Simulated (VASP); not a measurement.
Here is a VASP 6.6.1 calculation.

File run.py:

```python
from ase.calculators.vasp import Vasp
from ase.dft.bandgap import bandgap
from ase.io import read

atoms = read('NiO2.xyz')
atoms.set_initial_magnetic_moments([1.0, 0.0, 0.0])
calc = Vasp(
    directory='calc',
    xc='pbesol',
    pp='PBE',
    setups='recommended',
    prec='Accurate',
    encut=520,
    ediff=1e-07,
    ismear=0,
    sigma=0.05,
    lreal=False,
    lasph=True,
    nelm=120,
    algo='Fast',
    isif=2,
    lwave=False,
    lcharg=False,
    ispin=2,
    lorbit=11,
    lmaxmix=4,
    kpts=[11, 11, 6],
    gamma=True,
)
atoms.calc = calc

print('energy (eV):', atoms.get_potential_energy())
print('free energy (eV):', atoms.get_potential_energy(force_consistent=True))
print('forces (eV/A):')
print(atoms.get_forces())
print('stress (eV/A^3, Voigt):', atoms.get_stress())
print('Fermi level (eV):', calc.get_fermi_level())
print('moment (muB):', atoms.get_magnetic_moment())
print('site moments (muB):', atoms.get_magnetic_moments())
gap, top, bottom = bandgap(calc)
print('band gap (eV):', gap, 'from (spin, k, band)', top, 'to', bottom)
```

Contents of NiO2.xyz:

```xyz
3
Lattice="2.7987818650 0.0000000000 0.0000000000 -1.3993909325 2.4238161948 0.0000000000 0.0000000000 0.0000000000 4.6182730000" Properties=species:S:1:pos:R:3 pbc="T T T"
Ni     0.0000000000      0.0000000000      2.3091365000
O     -0.0000000001      1.6158774633      1.3575921494
O      1.3993909326      0.8079387315      3.2606808506
```

Potentials or basis: VASP PAW PBE potentials, release 64 (Ni, O).

Run with:

```sh
$ python run.py
```

(1) Estimate the pressure.

(2) Estimate the net moment.

Results:

(1) -4.0 GPa.

(2) 0.00 μB per cell.

Caveat: the PAW data sets were made with another functional, which shifts forces and pressure a little; an odd mesh through Γ misses points on the zone boundary, where band edges often lie.
